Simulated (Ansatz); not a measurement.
Crystal: Si2Mo.

```
Mo Si
1.0
    -1.60000    1.60000    3.93050
     1.60000   -1.60000    3.93050
     1.60000    1.60000   -3.93050
Mo Si
1 2
Direct
  0.00000 0.00000 0.00000
  0.66700 0.66700 0.00000
  0.33300 0.33300 0.00000
```

- Program: Ansatz 0.2.0
- Task: relaxation of cell and atoms
- Functional: rPW86-PBE
- Potentials or basis: Ansatz PAW
- Cutoff: 420 eV (not typed: the program's choice for these potentials)
- k mesh: 12 × 12 × 12
- Occupations: fermi-dirac, width 0.05 eV
- Spin: no spin polarisation

At the start: volume 13.42 Å³/atom.

Problem. Where does the relaxation end?

Solution. It ends after 6 steps and the volume is 13.89 Å³/atom (+3.6 %); space group I4/mmm (No. 139, to 0.05 Å).

Step by step:
| step | energy change (eV) | largest force (eV/Å) | volume (Å³) |
| --- | --- | --- | --- |
| 1 | 0.0000 | 0.2061 | 40.25 |
| 2 | -0.0299 | 0.1401 | 41.94 |
| 3 | -0.0323 | 0.0567 | 41.70 |
| 4 | -0.0325 | 0.0115 | 41.67 |
| 5 | -0.0326 | 0.0002 | 41.68 |
| 6 | -0.0332 | 0.0002 | 41.68 |

Final structure:
```
Mo Si
1.0
    -1.62126    1.62126    3.96415
     1.62126   -1.62126    3.96415
     1.62126    1.62126   -3.96415
Mo Si
1 2
Direct
  0.00000 0.00000 0.00000
  0.66495 0.66495 0.00000
  0.33505 0.33505 0.00000
```

Caveat: the plane-wave basis is chosen anew once the cell has moved, so the energies of steps on either side of that aren't comparable; the PAW data sets come from PBE, with cores solved anew for the run's functional, which leaves a small shift of forces and pressure.
